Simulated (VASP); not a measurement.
# MgO: NMR shieldings, part 7 of 7

Wanted: the shieldings and field gradients at the nuclei of MgO. The cell has space group P6_3mc, a computed entry that need not be the common form of this compound. The start is a computed cell from the Materials Project.

VASP 6.6.1, plane waves and PAW; the level of theory is named at each step.

So far. Step 2 (Ground state): The cell has a gap of 3.51 eV on this mesh and a pressure of -3.5 GPa, which holds the misfit of the given cell and coordinates with this functional, and any error of cutoff, mesh and data sets. Step 4 (Cell strained): Against the first shielding run the largest change is -0.3 ppm, on O6.

## Step 5: Atoms moved (continued)

Level of this step: chemical shifts by linear response (GIPAW), LDA; plane waves and PAW (Mg, O) (VASP).

OUTCAR, selected parts (step 5):

```text
   NELECT =      32.0000    total number of electrons

  Total       -0.6240486     -2.1112698     -2.4907436      2.5846518      0.2926395     -0.5049235
  in kB      -10.5198710    -35.5906343    -41.9875979     43.5706504      4.9331576     -8.5117243
  external PRESSURE =     -29.3660344 kB  Pullay stress =       0.0000000 kB

 POSITION                                       TOTAL-FORCE (eV/Angst)
 -----------------------------------------------------------------------------------
      1.64540      0.94714      4.84523        -0.028480     -0.299759      1.251824
      0.00156      0.00125      7.53739         2.184147      0.737669     -1.287948
      3.13364      0.04484      2.34921         0.731629     -0.250216     -0.497651
      0.07350      1.89814     10.06608        -1.254281     -0.957000     -0.298159
      1.57189      0.97513      2.95756        -0.522188      0.085758     -0.947000
      1.59615      2.73629      0.28298         1.293142      1.087622      0.755003
     -1.59775      2.78616      5.48548        -0.063319      0.381610      0.122639
      0.20562      1.87257      8.08468        -2.340652     -0.785683      0.901293
 -----------------------------------------------------------------------------------
    total drift:                               -0.000054      0.000047     -0.001207

 Electric field gradients after diagonalization (V/A^2)
 (convention: |V_zz| > |V_xx| > |V_yy|)
----------------------------------------------------------------------
 ion       V_xx      V_yy      V_zz     asymmetry (V_yy - V_xx)/ V_zz
----------------------------------------------------------------------
   1      -6.938    -0.118     7.056       0.967
   2      21.660     9.618   -31.277       0.385
   3      10.422     2.262   -12.684       0.643
   4      14.899     4.141   -19.039       0.565
   5       7.600     4.308   -11.908       0.276
   6      11.889     2.109   -13.997       0.699
   7      -7.363    -2.395     9.758       0.509
   8     -11.589    -1.990    13.579       0.707
----------------------------------------------------------------------

  ORBITAL MAGNETIC SUSCEPTIBILITY, excluding core contribution
 -------------------------------------------------------------
  Approximate magnetic susceptibility, pGv (10^-6 cm^3/mole)
     1        -51.568920         -0.207231          0.053346
     2         -0.204765        -51.322376         -0.047871
     3          0.071969         -0.060539        -51.453555
 -------------------------------------------------------------
  Approximate magnetic susceptibility, vGv (10^-6 cm^3/mole)
     1        -50.460762         -0.184507          0.074013
     2         -0.185569        -50.056583         -0.054230
     3          0.084091         -0.064488        -50.282176

  BDIR labels direction of applied magnetic field (i.e. B0)
  For BDIR==1, B0 along x-axis, etc.
  Induced field listed along cartesian directions for each BDIR
 ------------------------------------------------------------------------------------------
                 EXCLUDING G=0 CONTRIBUTION              INCLUDING G=0 CONTRIBUTION
 ------------------------------------------------------------------------------------------
  ion  BDIR            X           Y           Z                X           Y           Z
          (   iso_shield        span        skew ) (   iso_shield        span        skew )
 ------------------------------------------------------------------------------------------
    1     1     484.7851     -0.4659      1.5167         494.6570     -0.4356      1.5089
          2      -0.4506    493.0241      2.0679          -0.4206    502.8599      2.0749
          3       1.0037      2.3106    494.5850           0.9932      2.3195    504.4400
          (     490.7981     11.6221     -0.2208 ) (     500.6523     11.6008     -0.2139 )

    2     1     503.9956     28.7673    -14.4618         513.8675     28.7976    -14.4696
          2      28.8142    505.7740     -3.7317          28.8442    515.6098     -3.7247
          3     -13.9891     -3.2518    479.0971         -13.9997     -3.2429    488.9521
          (     496.2889     67.8070      0.5514 ) (     506.1431     67.8593      0.5512 )

    3     1     510.0176     -9.8430     -6.1402         519.8894     -9.8127     -6.1480
          2      -9.8261    505.1951      3.2164          -9.7961    515.0309      3.2234
          3      -6.1351      2.9813    487.7690          -6.1457      2.9901    497.6240
          (     500.9939     33.0149      0.3056 ) (     510.8481     33.0000      0.3037 )

    4     1     508.0878     12.4442      6.8547         517.9596     12.4746      6.8469
          2      12.3888    481.6968      7.1109          12.4188    491.5326      7.1179
          3       7.0900      7.5223    488.0316           7.0794      7.5311    497.8865
          (     492.6054     40.9643      0.4362 ) (     502.4596     41.0262      0.4351 )

    5     1     178.4163     -2.6393     -1.1483         188.2882     -2.6090     -1.1561
          2      -2.6625    173.2315     -0.9327          -2.6326    183.0673     -0.9257
          3      -0.6752     -0.8821    178.4854          -0.6858     -0.8732    188.3404
          (     176.7111      7.8524     -0.6761 ) (     186.5653      7.8472     -0.6707 )

    6     1     171.5058     -0.2200      5.0952         181.3777     -0.1896      5.0874
          2      -0.1299    167.5573      1.3361          -0.0999    177.3931      1.3431
          3       5.4062      1.3378    175.9038           5.3957      1.3467    185.7588
          (     171.6557     12.6669      0.7084 ) (     181.5099     12.6560      0.7121 )

    7     1     175.5639     -2.2932     -1.2178         185.4358     -2.2628     -1.2256
          2      -2.3523    175.3344      0.8963          -2.3223    185.1702      0.9033
          3      -1.2836      0.8592    179.0243          -1.2941      0.8680    188.8793
          (     176.6409      6.9257     -0.0554 ) (     186.4951      6.8998     -0.0415 )

    8     1     178.6818     -1.2872     -4.1380         188.5536     -1.2568     -4.1458
          2      -1.4482    179.3765     -0.3354          -1.4182    189.2122     -0.3284
          3      -5.6448     -0.9804    178.3258          -5.6554     -0.9716    188.1807
          (     178.7947     10.1943     -0.2482 ) (     188.6489     10.1975     -0.2409 )
 ------------------------------------------------------------------------------------------

[... 7 parts as in an earlier step ...]

[... 5 further parts left out ...]
```

Numbers from this step:

```
free energy (TOTEN)            : -51.8496 eV
Fermi energy                   : 0.8331 eV
pressure                       : -2.937 GPa
gap on the k-mesh              : 3.250 eV
least direct gap on the k-mesh : 3.250 eV
```

Valence and core; the G = 0 term is that of a spherical sample. NMR shielding, by row:

| atom | isotropic shielding (ppm) | span (ppm) | skew | isotropic shielding without the G = 0 term (ppm) |
| --- | --- | --- | --- | --- |
| Mg1 | 500.7 | 11.6 | -0.2139 | 490.8 |
| Mg2 | 506.1 | 67.86 | 0.5512 | 496.3 |
| Mg3 | 510.8 | 33 | 0.3037 | 501 |
| Mg4 | 502.5 | 41.03 | 0.4351 | 492.6 |
| O5 | 186.6 | 7.847 | -0.6707 | 176.7 |
| O6 | 181.5 | 12.66 | 0.7121 | 171.7 |
| O7 | 186.5 | 6.9 | -0.0415 | 176.6 |
| O8 | 188.6 | 10.2 | -0.2409 | 178.8 |

Ordered as |Vzz| ≥ |Vxx| ≥ |Vyy|, the program's way. Electric field gradients, by row:

| atom | Vxx (V/Å²) | Vyy (V/Å²) | Vzz (V/Å²) | asymmetry |
| --- | --- | --- | --- | --- |
| Mg1 | -6.938 | -0.118 | 7.056 | 0.967 |
| Mg2 | 21.66 | 9.618 | -31.28 | 0.385 |
| Mg3 | 10.42 | 2.262 | -12.68 | 0.643 |
| Mg4 | 14.9 | 4.141 | -19.04 | 0.565 |
| O5 | 7.6 | 4.308 | -11.91 | 0.276 |
| O6 | 11.89 | 2.109 | -14 | 0.699 |
| O7 | -7.363 | -2.395 | 9.758 | 0.509 |
| O8 | -11.59 | -1.99 | 13.58 | 0.707 |

Against the first shielding run the largest change is -5.0 ppm, on O6.

## Step 6: Results

| Property | Result |
| --- | --- |
| Mg, isotropic shielding | 504.8, 507.6 ppm |
| O, isotropic shielding | 186.5, 187.1 ppm |

What this shows: At LDA, in the first shielding run, the isotropic shieldings are Mg 504.8, 507.6 ppm; O 186.5, 187.1 ppm. In the first shielding run the widest tensor is that of Mg2, with a span (largest less smallest principal value) of 9.75 ppm. The largest field gradient of that run is Vzz = -3.63 V/Å² at O5. Shifts were not obtained, since a shift is the shielding of a reference compound, computed alike, less these values; differences between sites of one element need no reference, and the more shielded site has the lower shift. The G = 0 term is the part set by the sample's shape, taken here for a sphere. No finer mesh was run, so convergence in it isn't shown. VASP's guide advises NLSPLINE for shieldings, which this input doesn't set; the effect wasn't tested. The cell has space group P6_3mc, a computed entry that need not be the common form of this compound. The given cell is kept, although it stands at -5.0 GPa at LDA and ENCUT = 560 eV, which holds the mismatch of the given cell with this functional, any error of the entry itself and any basis-set error.

[Lines on the potential files, build, host, timing and source positions are cut from VASP's logs without a mark.]

[Logs are printed without paths, hosts, clocks, repeated set-up lines and the standing remarks that a program may print on its own settings, such as how far it seeks lower states.]

[Hosts, paths, dates, database ids (printed as entryN), source tags and the programs' standing remarks are cut or masked in the printed files.]
